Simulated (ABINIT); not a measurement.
# TiTe2 (P-3m1) in ABINIT: a series of runs, part 2 of 2

ABINIT 10.8.3 (patched build).

### Step 3. Single point, PBEsol

Input file run.abi:

```
pp_dirpath "./"
pseudos "Te.upf, Ti.upf"

acell 7.1374955727 7.1374955727 12.2794403578
rprim
     1.0000000000     0.0000000000     0.0000000000
    -0.5000000000     0.8660254038     0.0000000000
     0.0000000000     0.0000000000     1.0000000000
ntypat 2
znucl 52 22
natom 3
typat 1 1 2
xred
     0.3333333333     0.6666666667     0.7372000000
     0.6666666667     0.3333333333     0.2628000000
     0.0000000000     0.0000000000     0.0000000000

ecut 1034.032677 eV

kptopt 1
ngkpt 6 6 3
nshiftk 1
shiftk 0.0 0.0 0.0

ixc -116133

nband 27
occopt 3
tsmear 0.00183747

nstep 100
tolvrs 1.0e-10

iomode 3
prtwf 0
prtden 0
prteig 0
prtebands 0
prtvol 2
```

Potentials or basis: PseudoDojo NC SR PBEsol v0.4.1 standard.

Command:

```bash
abinit run.abi > log 2>&1
```

run.abo:

```text
.Version 10.8.3 of ABINIT
 Symmetries : space group P-3 m 1 (#164); Bravais hP (primitive hexag.)
================================================================================
 Values of the parameters that define the memory need of the present run
     intxc =       0    ionmov =       0      iscf =       7    lmnmax =       6
     lnmax =       6     mgfft =      72  mpssoang =       3    mqgrid =    3408
     natom =       3  nloc_mem =       1    nspden =       1   nspinor =       1
    nsppol =       1      nsym =      12    n1xccc =    2501    ntypat =       2
    occopt =       3   xclevel =       2
       mpw =        6096          nfft =      115200          nkpt =          17
================================================================================
================================================================================

--------------------------------------------------------------------------------
------------- Echo of variables that govern the present computation ------------
--------------------------------------------------------------------------------
 -outvars: echo values of preprocessed input variables --------
            acell      7.1374955727E+00  7.1374955727E+00  1.2279440358E+01 Bohr
              amu      1.27600000E+02  4.78800000E+01
             ecut      3.80000000E+01 Hartree
              ixc     -116133
         kptrlatt        6    0    0      0    6    0      0    0    3
          kptrlen      3.68383211E+01
            natom           3
            nband          27
            ngfft          40      40      72
             nkpt          17
            nstep         100
             nsym          12
           ntypat           2
           occopt           3
           prtden           0
        prtebands           0
           prteig           0
           prtvol           2
            prtwf           0
            rprim      1.0000000000E+00  0.0000000000E+00  0.0000000000E+00
                      -5.0000000000E-01  8.6602540380E-01  0.0000000000E+00
                       0.0000000000E+00  0.0000000000E+00  1.0000000000E+00
          spgroup         164
           tolvrs      1.00000000E-10
           tsmear      1.83747000E-03 Hartree
            typat      1  1  2
           xangst     -4.6155835485E-16  2.1806519653E+00  4.7903255967E+00
                       1.8884999987E+00  1.0903259826E+00  1.7076743988E+00
                       0.0000000000E+00  0.0000000000E+00  0.0000000000E+00
            xcart     -8.7221888180E-16  4.1208349903E+00  9.0524034318E+00
                       3.5687477863E+00  2.0604174952E+00  3.2270369260E+00
                       0.0000000000E+00  0.0000000000E+00  0.0000000000E+00
             xred      3.3333333333E-01  6.6666666667E-01  7.3720000000E-01
                       6.6666666667E-01  3.3333333333E-01  2.6280000000E-01
                       0.0000000000E+00  0.0000000000E+00  0.0000000000E+00
            znucl       52.00000   22.00000

================================================================================

 chkinp: Checking input parameters for consistency.

================================================================================
[... 195 lines left out ...]
    2       0.000000000000      0.000000000000      0.044058224417
    3       0.000000000000      0.000000000000      0.000000000000

 cartesian coordinates (angstrom) at end:
    1     -0.00000000000000     2.18065196528550     4.79032559674306
    2      1.88849999871577     1.09032598264275     1.70767439883896
    3      0.00000000000000     0.00000000000000     0.00000000000000

 cartesian forces (hartree/bohr) at end:
    1     -0.00000000000000    -0.00000000000000     0.00358796680738
    2     -0.00000000000000    -0.00000000000000    -0.00358796680738
    3     -0.00000000000000    -0.00000000000000    -0.00000000000000
 frms,max,avg= 1.6913838E-03 3.5879668E-03   0.000E+00  0.000E+00  0.000E+00 h/b

 cartesian forces (eV/Angstrom) at end:
    1     -0.00000000000000    -0.00000000000000     0.18450067139723
    2     -0.00000000000000    -0.00000000000000    -0.18450067139723
    3     -0.00000000000000    -0.00000000000000    -0.00000000000000
 frms,max,avg= 8.6974451E-02 1.8450067E-01   0.000E+00  0.000E+00  0.000E+00 e/A
 length scales=  7.137495572700  7.137495572700 12.279440357800 bohr
              =  3.776999997432  3.776999997432  6.497999995582 angstroms
 Fermi (or HOMO) energy (hartree) =   0.21782   Average Vxc (hartree)=  -0.38792
 Eigenvalues (hartree) for nkpt=  17  k points:
 kpt#   1, nband= 27, wtk=  0.00926, kpt=  0.0000  0.0000  0.0000 (reduced coord)
  -1.88496   -1.12298   -1.12298   -1.12285   -1.12285   -1.12229   -1.12229   -1.12224
  -1.12224   -1.12219   -1.12212   -1.01581   -1.01581   -1.01539   -0.23912   -0.18378
   0.02498    0.15712    0.15712    0.23057    0.23330    0.23330    0.23911    0.25742
   0.25742    0.33130    0.33130
      occupation numbers for kpt#   1
   2.00000    2.00000    2.00000    2.00000    2.00000    2.00000    2.00000    2.00000
   2.00000    2.00000    2.00000    2.00000    2.00000    2.00000    2.00000    2.00000
   2.00000    2.00000    2.00000    0.00193    0.00044    0.00044    0.00002    0.00000
   0.00000    0.00000    0.00000
 kpt#   2, nband= 27, wtk=  0.05556, kpt=  0.1667  0.0000  0.0000 (reduced coord)
  -1.88494   -1.12300   -1.12297   -1.12287   -1.12277   -1.12233   -1.12228   -1.12225
  -1.12220   -1.12214   -1.12207   -1.01626   -1.01589   -1.01522   -0.22805   -0.17829
   0.03869    0.13141    0.15835    0.17257    0.20848    0.22238    0.22861    0.25680
   0.26579    0.31948    0.33090
      occupation numbers for kpt#   2
   2.00000    2.00000    2.00000    2.00000    2.00000    2.00000    2.00000    2.00000
[... 138 lines left out ...]
      occupation numbers for kpt#  16
   2.00000    2.00000    2.00000    2.00000    2.00000    2.00000    2.00000    2.00000
   2.00000    2.00000    2.00000    2.00000    2.00000    2.00000    2.00000    2.00000
   2.00000    2.00000    2.00000    2.00000    2.00000    2.00000    0.00000    0.00000
   0.00000    0.00000    0.00000
 kpt#  17, nband= 27, wtk=  0.03704, kpt=  0.3333  0.3333  0.3333 (reduced coord)
  -1.88485   -1.12308   -1.12286   -1.12286   -1.12268   -1.12225   -1.12225   -1.12224
  -1.12218   -1.12194   -1.12194   -1.01700   -1.01700   -1.01461   -0.16395   -0.16395
   0.07116    0.07116    0.07372    0.11008    0.15047    0.15047    0.25402    0.25811
   0.25811    0.31976    0.31976
      occupation numbers for kpt#  17
   2.00000    2.00000    2.00000    2.00000    2.00000    2.00000    2.00000    2.00000
   2.00000    2.00000    2.00000    2.00000    2.00000    2.00000    2.00000    2.00000
   2.00000    2.00000    2.00000    2.00000    2.00000    2.00000    0.00000    0.00000
   0.00000    0.00000    0.00000
 Total charge density [el/Bohr^3]
)     Maximum=    1.5838E+00  at reduced coord.    0.4250    0.7750    0.7222
)Next maximum=    1.5838E+00  at reduced coord.    0.3500    0.7750    0.7222
)     Minimum=    2.4871E-03  at reduced coord.    0.0000    0.0000    0.5000
)Next minimum=    2.5187E-03  at reduced coord.    0.0250    0.0000    0.5000
   Integrated=    4.4000E+01

--- !EnergyTerms
iteration_state     : {dtset: 1, }
comment             : Components of total free energy in Hartree
kinetic             :  1.37202526285515E+02
hartree             :  6.74645546267991E+01
xc                  : -5.74173097987801E+01
Ewald energy        : -1.59232670159950E+02
psp_core            :  7.18151372347918E+00
local_psp           : -2.05178245445242E+02
non_local_psp       : -5.87573505353175E+01
internal            : -2.68736981303496E+02
'-kT*entropy'       : -3.98989968259266E-04
total_energy        : -2.68737380293464E+02
total_energy_eV     : -7.31271665389854E+03
band_energy         : -3.15247152833185E+01
...

 Cartesian components of stress tensor (hartree/bohr^3)
  sigma(1 1)=  7.77696265E-05  sigma(3 2)=  0.00000000E+00
  sigma(2 2)=  7.77696260E-05  sigma(3 1)=  0.00000000E+00
  sigma(3 3)=  8.25896487E-05  sigma(2 1)=  0.00000000E+00

-Cartesian components of stress tensor (GPa)         [Pressure= -2.3353E+00 GPa]
- sigma(1 1)=  2.28806141E+00  sigma(3 2)=  0.00000000E+00
- sigma(2 2)=  2.28806139E+00  sigma(3 1)=  0.00000000E+00
- sigma(3 3)=  2.42987136E+00  sigma(2 1)=  0.00000000E+00

== END DATASET(S) ==============================================================
================================================================================

 -outvars: echo values of variables after computation  --------
            acell      7.1374955727E+00  7.1374955727E+00  1.2279440358E+01 Bohr
           etotal     -2.6873738029E+02
            fcart     -0.0000000000E+00 -0.0000000000E+00  3.5879668074E-03
                      -0.0000000000E+00 -0.0000000000E+00 -3.5879668074E-03
                      -0.0000000000E+00 -0.0000000000E+00 -0.0000000000E+00
            rprim      1.0000000000E+00  0.0000000000E+00  0.0000000000E+00
                      -5.0000000000E-01  8.6602540380E-01  0.0000000000E+00
                       0.0000000000E+00  0.0000000000E+00  1.0000000000E+00
           strten      7.7769626490E-05  7.7769626011E-05  8.2589648740E-05
                       0.0000000000E+00  0.0000000000E+00  0.0000000000E+00
           xangst     -4.6155835485E-16  2.1806519653E+00  4.7903255967E+00
                       1.8884999987E+00  1.0903259826E+00  1.7076743988E+00
                       0.0000000000E+00  0.0000000000E+00  0.0000000000E+00
             xred      3.3333333333E-01  6.6666666667E-01  7.3720000000E-01
                       6.6666666667E-01  3.3333333333E-01  2.6280000000E-01
                       0.0000000000E+00  0.0000000000E+00  0.0000000000E+00
 Calculation completed.
```

Wall time 2.8 min (1 thread of AMD EPYC 7R43 (Zen 3), shared host); peak memory 0.12 GiB.

Results:

- Free energy: -7312.7167 eV
- Pressure: -2.3 GPa
- Largest force: 0.185 eV/Å
- Band gap on the k mesh: none (metal or under the smearing width)
- Valence electrons inside the program's atomic spheres: Te 11.96; Ti 9.47

Forces on the atoms (eV/Å):
```
Te   0.000  0.000  0.185
Te   0.000  0.000 -0.185
Ti   0.000  0.000  0.000
```

Caveat: this functional lacks dispersion, which binds the layers, so the pressure and a relaxed spacing across them are unreliable. The run has no spin-orbit coupling, so splittings on Te are missing.

### Step 4. Single point, PBE

Input file run.abi:

```
# Pseudopotentials
pp_dirpath "./"
pseudos "Te_ONCV_PBE-1.2.upf, Ti_ONCV_PBE-1.2.upf"

# Structure
acell 7.1374955727 7.1374955727 12.2794403578
rprim
     1.0000000000     0.0000000000     0.0000000000
    -0.5000000000     0.8660254038     0.0000000000
     0.0000000000     0.0000000000     1.0000000000
ntypat 2
znucl 52 22
natom 3
typat 1 1 2
xcart
    -0.0000000004     4.1208349905     9.0524034318
     3.5687477867     2.0604174949     3.2270369260
     0.0000000000     0.0000000000     0.0000000000

# Plane-wave basis
ecut 707.496042 eV

# k points
kptopt 1
ngkpt 6 6 3
nshiftk 1
shiftk 0.0 0.0 0.0

# Exchange and correlation
ixc 11

# Bands and occupations
nband 27
occopt 3
tsmear 0.00183747

# SCF cycle
nstep 100
tolvrs 1.0e-10

# Output
iomode 3
prtwf 0
prteig 0
prtebands 0
enunit 1
prtden 1
prtvha 1
prtvclmb 1
prtpot 1
prtelf 1
```

Potentials or basis: SG15 NC PBE v1.2.

Command:

```bash
abinit run.abi > log 2>&1
```

Wall time 59 s (1 thread of Arm Neoverse V2, shared host); peak memory 0.09 GiB.

The run converged. Its results:

* Free energy: -6327.9856 eV
* Pressure: 0.8 GPa
* Largest force: 0.024 eV/Å
* Band gap on the k mesh: none (metal or under the smearing width)
* Valence electrons inside the program's atomic spheres: Te 11.94; Ti 9.49

Forces on the atoms (eV/Å):
```
Te   0.000  0.000  0.024
Te   0.000  0.000 -0.024
Ti   0.000  0.000  0.000
```

Stress tensor (GPa, compression positive):
```
0.81 0.00 0.00
0.00 0.81 0.00
0.00 0.00 0.67
```

Levels at points of the mesh, in eV from the Fermi level:
```
           k point  band 20  band 21  band 22  band 23  band 24  band 25
(0.00, 0.00, 0.00)     0.36     0.41     0.41     0.56     1.05     1.05
(0.50, 0.00, 0.00)    -2.40    -1.75    -1.15     0.03     1.17     1.49
```

Caveat: this functional lacks dispersion, which binds the layers, so the pressure and a relaxed spacing across them are unreliable.

### Step 5. Single point, PBEsol

Input file run.abi:

```
pp_dirpath "./"
pseudos "Te.upf, Ti.upf"

acell 3*1.0
rprim
     7.1374955727     0.0000000000     0.0000000000
    -3.5687477864     6.1812524854     0.0000000000
     0.0000000000     0.0000000000    12.2794403578
ntypat 2
znucl 52 22
natom 3
typat 1 1 2
xred
     0.3333333333     0.6666666667     0.7372000000
     0.6666666667     0.3333333333     0.2628000000
     0.0000000000     0.0000000000     0.0000000000

ecut 38.0

kptopt 1
ngkpt 6 6 3
nshiftk 1
shiftk 0.0 0.0 0.0

ixc -116133

nband 27
occopt 3
tsmear 0.05 eV

nstep 100
tolvrs 1.0e-10

iomode 3
prtwf 0
prteig 0
prtebands 0
prtden 1
prtvha 1
prtvclmb 1
prtpot 1
prtelf 1
```

Potentials or basis: PseudoDojo NC SR PBEsol v0.4.1 standard.

Command:

```bash
mpirun --bind-to none -np 4 abinit run.abi > log 2>&1
```

Wall time 40 s (4 MPI ranks of Arm Neoverse V1, shared host); peak memory 0.36 GiB.

Results (log left out):

```
Free energy                                           : -7312.7167 eV
Pressure                                              : -2.3 GPa
Largest force                                         : 0.185 eV/Å
Band gap on the k mesh                                : none (metal or under the smearing width)
Valence electrons inside the program's atomic spheres : Te 11.96; Ti 9.47
```

Forces on the atoms (eV/Å):
```
Te   0.000  0.000  0.185
Te   0.000  0.000 -0.185
Ti   0.000  0.000  0.000
```

Stress tensor (GPa, compression positive):
```
-2.29  0.00  0.00
 0.00 -2.29  0.00
 0.00  0.00 -2.43
```

Levels at points of the mesh, in eV from the Fermi level:
| k point | band 19 | band 20 | band 21 | band 22 | band 23 | band 24 | band 25 | band 26 |
| --- | --- | --- | --- | --- | --- | --- | --- | --- |
| (0.00, 0.00, 0.00) | -1.65 | 0.35 | 0.42 | 0.42 | 0.58 | 1.08 | 1.08 | 3.09 |
| (0.50, 0.00, 0.00) | -2.72 | -2.40 | -1.72 | -1.13 | 0.03 | 1.18 | 1.49 | 2.43 |

Caveat: this functional lacks dispersion, which binds the layers, so the pressure and a relaxed spacing across them are unreliable.
